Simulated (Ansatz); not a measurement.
Relaxed ZnTe (zinc blende):

```
CELL_PARAMETERS angstrom
      0.00000     3.08955     3.08955
      3.08955     0.00000     3.08955
      3.08955     3.08955     0.00000
ATOMIC_POSITIONS crystal
  Te 0.75000 0.75000 0.75000
  Zn 0.00000 0.00000 0.00000
```

In each cell atom 1 (Te, nearest neighbour Zn at 2.676 Å; its periodic images, 4.4 Å or more away, move with it) moves by s·(0.707, 0.707, 0.000) (along Cartesian [110]), the rest being held.

All values below come from PBE (plane waves to 420 eV, PAW, scalar-relativistic; Ansatz, an electronic-structure program). k mesh 8×8×8 (Γ-centred), Fermi-Dirac smearing 0.05 eV. The energy includes the smearing's −TS. Spin-orbit coupling is left out, though Te is heavy. ZnTe was relaxed with its symmetry unable to fall. The zero of ΔE is the undisplaced structure.

| s (Å) | ΔE (meV/cell) |
|---|---|
| -0.800 | 1946 |
| -0.640 | 1133 |
| -0.480 | 586 |
| -0.320 | withheld |
| -0.160 | 58 |
| 0.000 | 0 |
| 0.160 | 58 |
| 0.320 | withheld |
| 0.480 | 586 |
| 0.640 | 1133 |
| 0.800 | 1946 |

**Question.** Fit an even polynomial form (powers 2, 4) to the given rows and predict ΔE at s = 0.320.

**Answer.** Least squares on the 9 given rows: ΔE = (2270)·s² + (1205)·s⁴, in meV/cell with s in Å; root-mean-square residual 0.8 meV/cell. At 0.320 the fit gives 245 meV/cell; the calculation gives 244 meV/cell, so the interpolation is off by 1 (+0.4 %). The quadratic term alone would give 232 meV/cell.

(A displaced cell: forces are minus the slopes of the energy, force constants its curvatures, and phonons follow from these.)
